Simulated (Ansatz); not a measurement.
The system is AlNi.

```
Ni Al
1.0
     2.88100    0.00000    0.00000
     0.00000    2.88100    0.00000
     0.00000    0.00000    2.88100
Ni Al
1 1
Direct
  0.50000 0.50000 0.50000
  0.00000 0.00000 0.00000
```

* Program: Ansatz 0.2.0
* Task: relaxation of cell and atoms
* Functional: PBE
* Dispersion: D3(BJ)
* Potentials or basis: Ansatz PAW
* Cutoff: 420 eV (not typed: the program's choice for these potentials)
* k mesh: 9 × 9 × 9
* Occupations: fermi-dirac, width 0.05 eV
* Spin: collinear spin, ferromagnetic start
* Starting moments: [1.0, 0.0] μB

At the start: volume 11.96 Å³/atom.

Problem. How do energy, volume and symmetry change on relaxing?

Solution. It ends after 5 steps and the volume is 11.66 Å³/atom (-2.5 %); space group Pm-3m (No. 221, to 0.05 Å); moment 0.00 μB per cell.

Step by step:
```csv
step,energy change (eV),largest force (eV/Å),volume (Å³)
1,0.0000,0.0000,23.91
2,-0.0069,0.0000,23.55
3,-0.0082,0.0000,23.30
4,-0.0082,0.0000,23.31
5,-0.0080,0.0000,23.31
```

Final structure:
```
CELL_PARAMETERS angstrom
2.85674 0.00000 0.00000
0.00000 2.85674 0.00000
0.00000 0.00000 2.85674
ATOMIC_POSITIONS crystal
Ni 0.50000 0.50000 0.50000
Al 0.00000 0.00000 0.00000
```

Caveat: the plane-wave basis is chosen anew once the cell has moved, so the energies of steps on either side of that aren't comparable; the starting moments weren't kept.
